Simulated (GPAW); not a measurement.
The system is SnO.

```xyz
4
Lattice="3.8137 0.0000 0.0000 0.0000 3.8137 0.0000 0.0000 0.0000 4.8869" Properties=species:S:1:pos:R:3 pbc="T T T"
Sn    1.9068    0.0000    3.7367
Sn    0.0000    1.9068    1.1503
O     0.0000    0.0000    0.0000
O     1.9068    1.9068    0.0000
```

The cell is a database's computed one.

| Quantity | Value |
| --- | --- |
| Program | GPAW 26.7.0 |
| Task | relaxation of cell and atoms |
| Functional | PBEsol |
| Dispersion | D4 |
| Potentials or basis | PAW data sets generated in the run's folder for this functional |
| Cutoff | 800 eV |
| Basis | pw |
| k mesh | 5 × 5 × 4 |
| Occupations | fermi-dirac, width 0.05 eV |
| Spin | no spin polarisation |

At the start: pressure -2.5 GPa; volume 17.77 Å³/atom.

Task: Where does the relaxation end?

Result: Over 12 steps the energy falls by 11.0 meV/atom and the volume is 16.38 Å³/atom (-7.8 %); space group P4/nmm (No. 129, to 0.05 Å).

Step by step:
```csv
step,energy change (eV),largest force (eV/Å),pressure (GPa),volume (Å³)
1,0.0000,0.0190,-2.52,71.08
2,-0.0031,0.0542,-2.27,70.86
3,-0.0195,0.3368,0.23,68.65
4,-0.0224,0.2976,0.35,68.30
5,-0.0291,0.0297,0.11,67.20
6,-0.0298,0.0289,-0.02,67.01
7,-0.0315,0.1158,-0.21,66.65
8,-0.0345,0.1985,-0.38,66.15
9,-0.0392,0.2262,-0.49,65.59
10,-0.0425,0.1428,-0.35,65.37
11,-0.0438,0.0405,-0.11,65.45
12,-0.0440,0.0023,-0.01,65.52
```

Final structure:
```xyz
4
Lattice="3.7720 0.0000 0.0000 0.0000 3.7720 0.0000 0.0000 0.0000 4.6050" Properties=species:S:1:pos:R:3 pbc="T T T"
Sn    1.8860    0.0000    3.4514
Sn    0.0000    1.8860    1.1537
O     0.0000    0.0000    0.0000
O     1.8860    1.8860    0.0000
```

Caveat: later steps reuse the first step's grids; pairwise dispersion overbinds metals, which lowers pressure and volume.
